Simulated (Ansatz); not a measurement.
# ZnS: equation of state

The task here is to estimate one member of a computed series from the others.

Computed with Ansatz 0.2.0 (DFT PBE, scalar-relativistic, unless a step's input says otherwise).

### The structure to begin with

It takes space group F-43m (No. 216, cubic). Conventional cell: a = 5.409 Å, b = 5.409 Å, c = 5.409 Å, α = 90.00°, β = 90.00°, γ = 90.00°. Zn (site symmetry -43m) is surrounded by 4 S at 2.34 Å. Around S (site symmetry -43m) lie 4 Zn at 2.34 Å.

As a file:

```cif
data_structure
_symmetry_space_group_name_H-M 'F-43m'
_symmetry_Int_Tables_number 216
_cell_length_a 5.4093
_cell_length_b 5.4093
_cell_length_c 5.4093
_cell_angle_alpha 90.000
_cell_angle_beta 90.000
_cell_angle_gamma 90.000
_cell_volume 158.28
loop_
_atom_site_label
_atom_site_type_symbol
_atom_site_symmetry_multiplicity
_atom_site_Wyckoff_symbol
_atom_site_fract_x
_atom_site_fract_y
_atom_site_fract_z
_atom_site_occupancy
Zn1 Zn 4 a 0.00000 0.00000 0.00000 1
S1 S 4 c 0.25000 0.25000 0.25000 1
```

The file gives the conventional cell by its symmetry; the runs use the cell typed in the input.

The cell is a deposited one (Crystallography Open Database entry 9000107); the temperature and pressure of the measurement aren't taken into account, and nothing was relaxed.

Atoms are numbered in the order of the input: Zn1, S2.

The first run:

The input, input.yaml:

```yaml
crystal:
  lattice:
    - [0.0, 2.6499072441, 2.6499072441]
    - [2.6499072441, 0.0, 2.6499072441]
    - [2.6499072441, 2.6499072441, 0.0]
  atoms:
    - { symbol: Zn, position: [0.0, 0.0, 0.0] }
    - { symbol: S, position: [0.75, 0.75, 0.75] }
kpoints:
  mp_grid: { grid: [9, 9, 9] }
scf:
  occupations: { method: fermi_dirac, width: 0.01 }
hamiltonian:
  xc: pbe
  pseudopotentials: { kind: all_electron, lapw: { basis_error: 0.00025 } }
output:
  forces: true
  stress: true
  eigenvalues: true
```

Among the steps run: Volume × 0.9405, LAPW; Volume × 0.9405, PAW; Volume × 0.9405, crystal datasets; Volume × 0.98, LAPW; Volume × 0.98, PAW; Volume × 1.02, LAPW; Volume × 1.02, PAW; Volume × 1.06, LAPW; Volume × 1.06, PAW; Volume × 1.06, crystal datasets.

One of the session's tables, all rows but one given; the rest of the session is left out.

```
          method  volume (Å³/atom)  gap on the k mesh (eV)
            LAPW            18.608                    2.37
            LAPW            19.389                       ?
            LAPW            19.785                    2.10
            LAPW            20.181                    2.01
            LAPW            20.972                    1.85
             PAW            18.608                    2.37
             PAW            19.389                    2.18
             PAW            19.785                    2.10
             PAW            20.181                    2.01
             PAW            20.972                    1.85
crystal datasets            18.608                    2.37
crystal datasets            19.785                    2.10
crystal datasets            20.972                    1.85
```

**Question.** Estimate the row for LAPW, 19.389.

The run gave: gap on the k mesh (eV): 2.19. In the column «gap on the k mesh (eV)» it lies between PAW, 19.389 (2.18) and LAPW, 18.608 (2.37).

To keep in mind: These are semilocal Kohn-Sham gaps, which aren't the measured quantity. Warnings in the runs' records: crystal datasets made.
